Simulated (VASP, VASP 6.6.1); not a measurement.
# In-plane lattice constant of I4/mmm YIr2Si2 with PBEsol and LDA: mesh, cutoff and spin-orbit coupling

## What was measured

YIr$_2$Si$_2$ occurs in two tetragonal polymorphs. The low-temperature form, space group I4/mmm, is a metallic Pauli paramagnet that has not been found superconducting; the high-temperature form, of the CaBe$_2$Ge$_2$ type in P4/nmm, survives rapid cooling and superconducts. The lattice constant used here, $a = 4.0483 \pm 0.0002$ Å, comes from "Superconductivity in the YIr2Si2 and LaIr2Si2 Polymorphs" (2012, arXiv:1205.6667). It was obtained at room temperature by Rietveld refinement of powder X-ray diffraction data, on a sample annealed at 900 °C and slowly cooled. That heat treatment fits the low-temperature polymorph, which is the structure we compute.

| compared with | measured | T (K) | method |
| --- | --- | --- | --- |
| lattice constant a of the conventional cell (Å) | 4.0483 ± 0.0002 | room temperature | powder XRD, Rietveld |

## Approach

We want the cheapest level of theory that gives $a$ of the I4/mmm cell within 1 % of the measured value, a window of about 0.04 Å on either side. The limit is set by the theory: good semilocal functionals usually err by up to about a per cent in the lattice constants of intermetallics. Our calculations hold the nuclei static at zero temperature, whereas the sample was at room temperature; for a stiff compound of this kind we expect thermal and zero-point expansion to add a few tenths of a per cent to $a$, which fits inside the window.

The model is the five-atom primitive cell, without spin polarisation, with cell and atomic positions relaxed in the given symmetry. The start is a cell from a database of computed structures, expanded by 3 % in volume so that the relaxation has to find its own minimum. We begin with a semilocal functional on a coarse mesh, refine the settings, and go to dearer theory only if the results call for it. The constant $c$ and the volume are followed as well but not compared here with experiment, so an error in the shape of the cell could escape the test.

System: YSi2Ir2; I4/mmm (No. 139), 5 atoms in the cell; conventional a = 4.068, c = 9.926 A, from a database of computed structures.

On the selection of runs and values: Further runs on this system are not shown.

## 1. PBEsol on a coarse mesh

PBEsol costs no more than any other gradient-corrected functional and was built for the equilibrium geometry of solids, which makes it a sensible lowest rung. A 6×6×6 mesh is thin for a metal with iridium d states near the Fermi level, so this first value serves to locate the minimum and to give a base for the mesh test. We expect $a$ to fall within a per cent of experiment.

**Run 1.** VASP 6.6.1: PBEsol; 450 eV, 6x6x6 k mesh; cell and atoms relaxed, relaxed twice, LASPH on.

Key lines of the input:
```
ALGO = Normal
EDIFF = 1E-06
EDIFFG = -0.006
ENCUT = 450
GGA = PS
IBRION = 2
ISIF = 3
ISMEAR = 1
LASPH = .TRUE.
NBANDS = 24
NELM = 100
NSW = 50
PREC = Accurate
SIGMA = 0.15
KPOINTS: Gamma, 6 6 6
PAW data sets: Ir Y_sv Si (PBE 64)
```

Command:
```
mpirun -np 8 vasp_std
```

Selected lines of the output:
```
[second pass]
   1 F= -.43633928E+02 E0= -.43633845E+02  d E =-.436339E+02
 reached required accuracy - stopping structural energy minimisation
  external PRESSURE =      -0.0127714 kB  Pullay stress =       0.0000000 kB
  volume of cell :       80.88
```

Converged; 63 s on 8 cores of Intel Xeon 6975P-C (Granite Rapids), shared host (all steps together).

| quantity | run 1 | measured | deviation |
| --- | --- | --- | --- |
| lattice constant a of the conventional cell (Å) | 4.0409 | 4.0483 ± 0.0002 | −0.0074 (−0.2 %) |
| volume of the conventional cell (Å³) | 161.77 |  |  |
| lattice constant c of the conventional cell (Å) | 9.907 |  |  |
| space group at the end | I4/mmm |  |  |
| pressure left at the end (GPa) | −0.00128 |  |  |

The relaxed $a$ lies 0.2 % below the measured value, well inside the window. The second pass, which rebuilds the basis for the relaxed cell, met the force criterion at its first step and left almost no pressure. That shows a settled minimum at these settings, but says nothing about whether 6×6×6 points sample the Fermi surface well enough.

## 2. Denser meshes at the same cutoff

The coarse run took about a minute, so refining the mesh is affordable and comes before any change of theory. We repeat the relaxation with 8×8×8 and 10×10×10 points and leave everything else alone. In a metal the result need not approach its limit smoothly, which is why we take two further meshes and not one. We expect $a$ to move by a few thousandths of an ångström at most; $c$ may respond differently, since the sampling can shift the balance between the two axes.

**Run 2.** VASP 6.6.1: PBEsol; 450 eV, 8x8x8 k mesh; cell and atoms relaxed, relaxed twice, LASPH on.

Key lines of the input, as changed from run 1:
```diff
- KPOINTS: Gamma, 6 6 6
+ KPOINTS: Gamma, 8 8 8
```

Selected lines of the output:
```
  external PRESSURE =      -0.3740544 kB  Pullay stress =       0.0000000 kB
  volume of cell :       80.90
      direct lattice vectors                 reciprocal lattice vectors
```

Converged; 68 s, same machine (all steps together).

**Run 3.** VASP 6.6.1: PBEsol; 450 eV, 10x10x10 k mesh; cell and atoms relaxed, relaxed twice, LASPH on.

Key lines of the input, as changed from run 1:
```diff
- KPOINTS: Gamma, 6 6 6
+ KPOINTS: Gamma, 10 10 10
```

Selected lines of the output:
```
  external PRESSURE =       0.0028287 kB  Pullay stress =       0.0000000 kB
  volume of cell :       80.88
```

Converged; 2.3 min, same machine (all steps together).

| quantity | run 2 | run 3 | measured |
| --- | --- | --- | --- |
| lattice constant a of the conventional cell (Å) | 4.0396 | 4.0431 | 4.0483 ± 0.0002 |
| volume of the conventional cell (Å³) | 161.79 | 161.77 |  |
| lattice constant c of the conventional cell (Å) | 9.915 | 9.896 |  |
| space group at the end | I4/mmm | I4/mmm |  |
| pressure left at the end (GPa) | −0.03741 | 0.00028 |  |

The value of $a$ does not settle in one direction: it drops slightly at 8×8×8 and rises at 10×10×10, with a spread of 0.0035 Å over the three meshes. The constant $c$ moves the opposite way each time, by up to 0.019 Å, while the volume stays within 0.02 Å$^3$. The mesh thus acts mainly on the shape of the cell. Part of the scatter may come from where each relaxation stopped, since the 8×8×8 run kept a somewhat larger residual pressure than the other two. All three values of $a$ lie within 0.3 % of experiment, so none of this threatens the target.

## 3. A denser mesh and a higher cutoff

PBEsol looks sufficient, and what remains is to check the settings on which that judgement rests. Because the sequence of meshes is not monotonic, we go on to 14×14×14 points at 450 eV. Separately we raise the cutoff to 600 eV on the 10×10×10 mesh, so that each of the two runs differs from the 10×10×10 run at 450 eV in a single setting. Both should cost more than the runs so far, but still less than we would expect of a dearer class of theory. We expect shifts in $a$ of a few thousandths of an ångström from the mesh and less from the cutoff.

**Run 4.** VASP 6.6.1: PBEsol; 450 eV, 14x14x14 k mesh; cell and atoms relaxed, relaxed twice, LASPH on.

Key lines of the input, as changed from run 1:
```diff
- KPOINTS: Gamma, 6 6 6
+ KPOINTS: Gamma, 14 14 14
```

Selected lines of the output:
```
  external PRESSURE =       0.0119985 kB  Pullay stress =       0.0000000 kB
      direct lattice vectors                 reciprocal lattice vectors
```

Converged; 4 min, same machine (all steps together).

**Run 5.** VASP 6.6.1: PBEsol; 600 eV, 10x10x10 k mesh; cell and atoms relaxed, relaxed twice, LASPH on.

Key lines of the input, as changed from run 3:
```diff
- ENCUT = 450
+ ENCUT = 600
```

Selected lines of the output:
```
  external PRESSURE =      -0.0104894 kB  Pullay stress =       0.0000000 kB
      direct lattice vectors                 reciprocal lattice vectors
```

Converged; 3.7 min, same machine (all steps together).

| quantity | run 4 | run 5 | measured |
| --- | --- | --- | --- |
| lattice constant a of the conventional cell (Å) | 4.0420 | 4.0434 | 4.0483 ± 0.0002 |
| volume of the conventional cell (Å³) | 161.76 | 161.81 |  |
| lattice constant c of the conventional cell (Å) | 9.901 | 9.897 |  |
| space group at the end | I4/mmm | I4/mmm |  |
| pressure left at the end (GPa) | 0.00120 | −0.00105 |  |

Going from 10×10×10 to 14×14×14 points lowers $a$ by 0.0011 Å, and raising the cutoff to 600 eV changes it by only 0.0003 Å. The second shift is too small to separate from the stopping tolerance of the relaxations. On the densest mesh $a$ is 4.0420 Å, 0.0063 Å below experiment, while the target allows about 0.04 Å. PBEsol therefore meets the target, and neither setting comes near to deciding the matter.

## 4. One rung lower: LDA

We began with a gradient-corrected functional and have not tested whether the gradient terms are needed. LDA is the simpler theory, though we expect hardly any saving in time. It usually binds solids too strongly, so $a$ should come out shorter than with PBEsol, perhaps by half a per cent or more, which could bring it near the lower edge of the window. We use 10×10×10 points and 450 eV, so that the comparison with PBEsol is made at equal settings.

**Run 6.** VASP 6.6.1: LDA; 450 eV, 10x10x10 k mesh; cell and atoms relaxed, relaxed twice, LASPH on.

Key lines of the input, as changed from run 3:
```diff
- GGA = PS
+ GGA = CA
- PAW data sets: Ir Y_sv Si (PBE 64)
+ PAW data sets: Ir Y_sv Si (LDA 64)
```

Selected lines of the output:
```
 reached required accuracy - stopping structural energy minimisation
  volume of cell :       79.55
    -2.011295811  2.011295811  4.916371127     0.000000000  0.248595954  0.101701028
```

Converged; 1.8 min, same machine (all steps together).

| quantity | run 6 | measured | deviation |
| --- | --- | --- | --- |
| lattice constant a of the conventional cell (Å) | 4.0226 | 4.0483 ± 0.0002 | −0.0257 (−0.6 %) |
| volume of the conventional cell (Å³) | 159.11 |  |  |
| lattice constant c of the conventional cell (Å) | 9.833 |  |  |
| space group at the end | I4/mmm |  |  |
| pressure left at the end (GPa) | −0.00530 |  |  |

LDA gives an $a$ 0.6 % below experiment, so it also meets the target. At equal settings it is 0.0205 Å shorter than PBEsol, in the expected direction and of about the expected size. The shift is several times the whole spread of the PBEsol meshes, so sampling is unlikely to account for it. The gradient terms are thus not needed to come within 1 %, but they bring $a$ closer to the measured value, and the run times show no meaningful saving from leaving them out.

## 5. Spin-orbit coupling for iridium

Both functionals have so far been used without spin-orbit coupling, which is strong in the 5d shell of iridium. We add it to PBEsol, the level with tested mesh and cutoff, to see whether the agreement survives. The run uses 8×8×8 points and is to be compared with the PBEsol run on that same mesh. It should be clearly dearer, because the orbitals become two-component spinors. We expect a change in $a$ of a few thousandths of an ångström at most, since spin-orbit coupling mostly rearranges bands without greatly altering the bonding in a broad-band metal.

**Run 7.** VASP 6.6.1: PBEsol with spin-orbit coupling; 450 eV, 8x8x8 k mesh; cell and atoms relaxed, relaxed twice, LASPH on.

Key lines of the input, as changed from run 2:
```diff
+ GGA_COMPAT = .FALSE.
- NBANDS = 24
+ LMAXMIX = 4
+ LNONCOLLINEAR = .TRUE.
+ LSORBIT = .TRUE.
+ MAGMOM = 0 0 0 0 0 0 0 0 0 0 0 0 0 0 0
+ NBANDS = 48
```

Command:
```
mpirun -np 8 vasp_ncl
```

Selected lines of the output:
```
  volume of cell :       80.88
    -2.019689199  2.019689199  4.957007420     0.000000000  0.247562843  0.100867309
```

Converged; 6 min, same machine (all steps together).

| quantity | run 7 | measured | deviation |
| --- | --- | --- | --- |
| lattice constant a of the conventional cell (Å) | 4.0394 | 4.0483 ± 0.0002 | −0.0089 (−0.2 %) |
| volume of the conventional cell (Å³) | 161.76 |  |  |
| lattice constant c of the conventional cell (Å) | 9.914 |  |  |
| space group at the end | I4/mmm |  |  |
| pressure left at the end (GPa) | −0.02861 |  |  |

Spin-orbit coupling shortens $a$ by 0.0002 Å relative to PBEsol on the same mesh, and $c$ and the volume hardly move either. Both relaxations ended with a similar small residual pressure, and a difference of this size is within what their stopping criteria allow. For the lattice constants of this compound the coupling can be left out, whatever it does to the bands near the Fermi level. The run took several times as long as its scalar-relativistic counterpart and brought no gain in $a$.

PBEsol has now been checked for mesh, cutoff and spin-orbit coupling, and each effect is small beside the 1 % window. A dearer functional is not called for by this target, so we end the calculations here.

## All runs against the measurement

| run | settings | lattice constant a of the conventional cell (Å) | deviation | cost |
| --- | --- | --- | --- | --- |
| 1 | PBEsol, 450 eV, 6x6x6 k mesh | 4.0409 | −0.0074 (−0.2 %) | 8.3 core-min |
| 2 | PBEsol, 450 eV, 8x8x8 k mesh | 4.0396 | −0.0087 (−0.2 %) | 9.1 core-min |
| 3 | PBEsol, 450 eV, 10x10x10 k mesh | 4.0431 | −0.0052 (−0.1 %) | 18 core-min |
| 4 | PBEsol, 450 eV, 14x14x14 k mesh | 4.0420 | −0.0063 (−0.2 %) | 32 core-min |
| 5 | PBEsol, 600 eV, 10x10x10 k mesh | 4.0434 | −0.0049 (−0.1 %) | 29 core-min |
| 6 | LDA, 450 eV, 10x10x10 k mesh | 4.0226 | −0.0257 (−0.6 %) | 14 core-min |
| 7 | PBEsol with spin-orbit coupling, 450 eV, 8x8x8 k mesh | 4.0394 | −0.0089 (−0.2 %) | 48 core-min |
|  | measured | 4.0483 ± 0.0002 |  |  |

## Conclusion

PBEsol meets the target. With 14×14×14 points and a 450 eV cutoff it gives $a$ = 4.0420 Å, 0.2 % below the measured 4.0483 Å, for 32 core-minutes. The 6×6×6 mesh, at 8.3 core-minutes, gives nearly the same $a$ and would have been enough for a 1 % target, though only the denser meshes could show that. LDA also passes, at 0.6 % below experiment, but its mesh and cutoff were not tested separately and it offers no clear saving. We therefore recommend PBEsol on the coarse mesh for this purpose.

The mesh series mattered most: it showed that sampling shifts $a$ and $c$ in opposite directions while the volume hardly changes. The higher cutoff and spin-orbit coupling left $a$ practically unchanged. The spin-orbit run was the dearest of all and, for this quantity, dispensable.

The remaining PBEsol shortfall has the sign expected when static nuclei are compared with a sample at room temperature. Thermal and zero-point expansion, roughly a few tenths of a per cent, could account for all of it. As we did not calculate that expansion, a small error of the functional in either direction may be hidden beneath it. For LDA the same allowance probably covers only part of the gap, and its usual overbinding would explain the rest.

The test covers one axis only. Since $c$ and the volume were not compared with experiment, an error in the axial ratio could have gone unnoticed, and the result does not establish the accuracy of the whole cell.

[Logs are printed without paths, hosts, clocks, repeated set-up lines and the standing remarks that a program may print on its own settings, such as how far it seeks lower states.]

[The runs shown are a pick from a larger set of finished runs; failed, doubtful and other runs were left out of it ahead of writing. So were measured values far from every level or from commonly accepted values, and agreement can look better than it is. Lines of input and output are excerpts and may be shortened.]

[The starting structure comes from the Materials Project.]
